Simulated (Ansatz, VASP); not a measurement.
# AlN in VASP and in Ansatz

```
Al N
1.0
     3.11950    0.00000    0.00000
    -1.55975    2.70157    0.00000
     0.00000    0.00000    4.35040
Al N
2 2
Direct
  0.33333 0.66667 0.97752
  0.66667 0.33333 0.47752
  0.33333 0.66667 0.40748
  0.66667 0.33333 0.90748
```

Alike in both runs: functional LDA; k mesh 9 × 9 × 6; occupations gaussian, width 0.05 eV; no spin polarisation.

Ansatz relaxed the structure, and its values are those at the end. VASP's run is a single point on that final structure, the one shown.

|  | VASP | Ansatz |
| --- | --- | --- |
| version | VASP 6.6.1 | Ansatz 0.2.0 |
| potentials or method | VASP PAW LDA potentials, release 64 (Al, N) | scalar-relativistic, plane waves, PAW |
| plane-wave cutoff (eV) | 520 | 520 |
| valence electrons in the cell | 16 | 16 |

Ansatz gave:

```
gap on the k mesh at the Fermi level (eV) : 4.27
least direct gap on the mesh (eV)         : 4.27
pressure (GPa)                            : 20.1
rms of the force components (eV/Å)        : 0.000
```

**Question.** Which values does VASP return?

**Answer.** gap on the k mesh at the Fermi level (eV): 4.28; least direct gap on the mesh (eV): 4.28; pressure (GPa): 21.0; rms of the force components (eV/Å): 0.008.

Ansatz warned: «pseudo_functional_mismatch».

Caveats: so large a pressure means that the cell lies far from this level's equilibrium, or that cutoff or potentials fall short (VASP); an odd mesh through Γ misses points on the zone boundary, where band edges often lie.
